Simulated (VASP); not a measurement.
ZrS:

```xyz
2
Lattice="0.0000 2.6250 2.6250 2.6250 0.0000 2.6250 2.6250 2.6250 0.0000" Properties=species:S:1:pos:R:3 pbc="T T T"
Zr    0.0000    0.0000    0.0000
S     2.6250    2.6250    2.6250
```

* Program: VASP 6.6.1
* Task: relaxation of cell and atoms
* Functional: vdW-DF-cx
* Potentials or basis: VASP PAW PBE potentials, release 64 (Zr_sv, S)
* Cutoff: 600 eV
* k mesh: 9 × 9 × 9
* Occupations: fermi-dirac, width 0.05 eV
* Spin: no spin polarisation

At the start: pressure -5.0 GPa; volume 18.09 Å³/atom.

Problem. Where does the relaxation end?

Solution. Over 3 steps the energy falls by 10.6 meV/atom and the volume is 17.44 Å³/atom (-3.6 %); space group Fm-3m (No. 225, to 0.05 Å).

Step by step:
| step | energy change (eV) | largest force (eV/Å) | pressure (GPa) | volume (Å³) |
| --- | --- | --- | --- | --- |
| 1 | 0.0000 | 0.0000 | -4.96 | 36.18 |
| 2 | 0.0123 | 0.0000 | 7.26 | 33.32 |
| 3 | -0.0211 | 0.0000 | -0.05 | 34.87 |

Final structure:
```cif
data_structure
_symmetry_space_group_name_H-M 'P 1'
_symmetry_Int_Tables_number 1
_cell_length_a 3.6671
_cell_length_b 3.6671
_cell_length_c 3.6671
_cell_angle_alpha 60.000
_cell_angle_beta 60.000
_cell_angle_gamma 60.000
_cell_volume 34.87
loop_
_atom_site_label
_atom_site_type_symbol
_atom_site_fract_x
_atom_site_fract_y
_atom_site_fract_z
_atom_site_occupancy
Zr1 Zr 0.00000 0.00000 0.00000 1
S1 S 0.50000 0.50000 0.50000 1
```

Caveat: the PAW data sets were made with another functional, which shifts forces and pressure a little.
